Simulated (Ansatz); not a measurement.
# BN: the cost of one run

Computed with Ansatz 0.2.0 (DFT PBE, scalar-relativistic, plane waves, PAW, unless a step's input says otherwise).

2 further runs of the same task are left out: 2 set aside as unsound or not needed.

## Step 1: The system as given

Symmetry: F-43m, No. 216, cubic system. Conventional cell: a = 3.625 Å, b = 3.625 Å, c = 3.625 Å, α = 90.00°, β = 90.00°, γ = 90.00°. B (site symmetry -43m) has 4 N at 1.57 Å as nearest neighbours. N (site symmetry -43m) has 4 B at 1.57 Å as nearest neighbours.

Structure file:

```
B N
1.0
     0.00000    1.81235    1.81235
     1.81235    0.00000    1.81235
     1.81235    1.81235    0.00000
B N
1 1
Direct
  0.00000 0.00000 0.00000
  0.75000 0.75000 0.75000
```

It goes back to an entry of the Materials Project.

It is the result of an earlier relaxation at this level (volume 5.95 Å³/atom; gap on the mesh: 4.46 eV).

## Step 2: The linear chain

A free-standing chain of the crystal's atoms, periodic along c. Atoms and period relax; energies count from the bulk, -271.1378 eV an atom.

The cell holds 1 B, 1 N: a = 9.000 Å, b = 9.300 Å, c = 2.825 Å, α = 90.00°, β = 90.00°, γ = 90.00°.

## Step 3: Relaxation

Pressure and volume refer to the whole cell with its vacuum; only the period along c may change.

File input.yaml:

```yaml
crystal:
  lattice:
    - [9.0, 0.0, 0.0]
    - [0.0, 9.3, 0.0]
    - [0.0, 0.0, 2.8251717357]
  atoms:
    - { symbol: B, position: [0.5, 0.5, 0.0], spin: 0.5 }
    - { symbol: "N", position: [0.5, 0.5, 0.5], spin: 0.5 }
basis:
  ecutwfc: 420
kpoints:
  mp_grid: { grid: [1, 1, 23] }
hamiltonian:
  xc: pbe
scf:
  occupations: { method: gaussian, width: 0.05 }
output:
  forces: true
  stress: true
  eigenvalues: true
  populations: true
  write_density: true
  write_potential: true
  elf: true
  volumetric_format: npy
magnetization:
  spin_polarized: true
relax:
  adjacent_minimum: "off"
  f_tol: 0.01
  max_steps: 45
  cell: { fix: [a, b, alpha, beta, gamma], stress_tol: 0.03 }
```

Run with:

```console
$ ansatz run input.yaml --threads 2 --pin off --max-ram 5120MiB --backend cpu --events-out ev --progress --plain --runs-dir out
```

What time and memory should one allow on 2 threads of Arm Neoverse V2, shared host?

About 13 s, with a peak of 0.42 GiB.
